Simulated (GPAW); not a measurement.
Bi, 2 atoms in the cell. The structure is trigonal, space group R-3m (No. 166). The conventional cell has a = 4.535 Å, b = 4.535 Å, c = 11.814 Å, α = 90.00°, β = 90.00°, γ = 120.00°. Bi (site symmetry 3m) has 6 Bi at 3.06 to 3.52 Å as nearest neighbours. 

- Program: GPAW 26.7.0
- Task: Wannier functions
- Functional: PW91
- Potentials or basis: PAW data sets generated in the run's folder for this functional
- Cutoff: 600 eV
- Basis: pw
- k mesh: 7 × 7 × 7
- Occupations: fermi-dirac, width 0.025 eV
- Spin: no spin polarisation
- Maxiter: 100
- k mesh for the Wannier functions: 4 × 4 × 4
- Wannier start: random
- Wannier functional: std
- Wannier space: filled bands
- Wannier code: ASE

Potentials or basis: PAW data sets generated in the run's folder for this functional, pw.

Run with:

```sh
$ gpaw-setup -f GGA_X_PW91+GGA_C_PW91 Bi
$ OMP_NUM_THREADS=1 python run.py
```

Hardware: 1 thread of Arm Neoverse V1, with other jobs on the host.

Question: How long does it take, and how much memory?

Answer: Run time: 4.8 min on 1 thread of Arm Neoverse V1 (shared host), peak memory 0.33 GiB. Counts: scf iterations 15, plane waves 2360, bands 25, k points 44.
